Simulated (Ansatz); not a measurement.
# Si2W: equation of state with LDA

Crystal: Si2W.

```
W Si
1.0
    -1.60690    1.60690    3.91495
     1.60690   -1.60690    3.91495
     1.60690    1.60690   -3.91495
W Si
1 2
Direct
  0.00000 0.00000 0.00000
  0.66530 0.66530 0.00000
  0.33470 0.33470 0.00000
```

```yaml
Program: Ansatz 0.2.0
Task: equation of state
Functional: LDA
Potentials_or_basis: all-electron LAPW, scalar-relativistic
Basis_error_allowed: 0.002 eV/atom
k_mesh: 12 × 12 × 12
Occupations: fermi-dirac, width 0.05 eV
Spin: no spin polarisation
```

* Equilibrium volume: 13.14 Å³/atom
* Bulk modulus at fixed shape and positions: 241 GPa
* Pressure derivative of the bulk modulus: 4.4

Energy against volume, from the lowest point:
```csv
volume (Å³/atom),energy (meV/atom)
12.670,13.28
12.939,2.12
13.209,0.00
13.479,5.99
13.748,19.25
14.018,39.00
14.287,64.56
```

All runs of the series together: 3 min on 2 threads of Arm Neoverse V1, with other jobs on the host.

Caveat: the cell was scaled at fixed shape and fractional positions, which overstates the stiffness of a crystal with free parameters, most of all of layers and chains. Spin-orbit coupling is left out, which matters for the levels of W.
